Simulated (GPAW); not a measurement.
Here is a GPAW 26.7.0 calculation.

run.py

```python
from ase.filters import FrechetCellFilter
from ase.io import read, write
from ase.optimize import BFGS
from gpaw import GPAW, PW

atoms = read('PtSe2.xyz')

calc = GPAW(mode=PW(600),
            xc='PBE',
            kpts={'size': (6, 6, 4), 'gamma': True},
            occupations={'name': 'fermi-dirac', 'width': 0.05},
            nbands=26,
            convergence={'density': 1e-05, 'forces': 0.0001},
            maxiter=150,
            txt='gpaw.txt')
atoms.calc = calc
opt = BFGS(FrechetCellFilter(atoms), trajectory='relax.traj', logfile='-')
done = opt.run(fmax=0.02, steps=60)
calc.write('gs.gpw')
write('result.traj', atoms)
print('Converged:', done)
print('Cell:', atoms.cell.cellpar().round(4))
print('Volume:', round(atoms.get_volume(), 4))
print(atoms.get_scaled_positions().round(5))
```

File PtSe2.xyz:

```xyz
3
Lattice="3.7240000000 0.0000000000 0.0000000000 -1.8620000000 3.2250786037 0.0000000000 0.0000000000 0.0000000000 5.0620000000" Properties=species:S:1:pos:R:3 pbc="T T T"
Pt     0.0000000000      0.0000000000      0.0000000000
Se     1.8620000002      1.0750262011      3.7965000000
Se    -0.0000000002      2.1500524026      1.2655000000
```

Potentials or basis: GPAW PAW data sets (gpaw-data 1.2.1), pw.

Command:

```bash
$ OMP_NUM_THREADS=1 python run.py
```

(1) What does it give for the space group after relaxing (to 0.05 Å)?

(2) Predict the band gap on the k mesh.

(3) What does it give for the relaxed volume?

(4) What does it give for the relaxed cell?

## Answers

(1) P-3m1 (No. 164).

(2) 1.13 eV, indirect (least direct gap 1.40 eV).

(3) 26.00 Å³/atom.

(4) a = 3.753 Å, b = 3.753 Å, c = 6.394 Å, α = 90.00°, β = 90.00°, γ = 120.00°.

Caveat: later steps reuse the first step's grids; the volume moved by over 15 % at a fixed basis, so the end points are rough; spin-orbit coupling is left out, which moves the levels of the heavy elements; this functional lacks dispersion, which binds the layers, so the pressure and a relaxed spacing across them are unreliable, and here the layers came unbound.
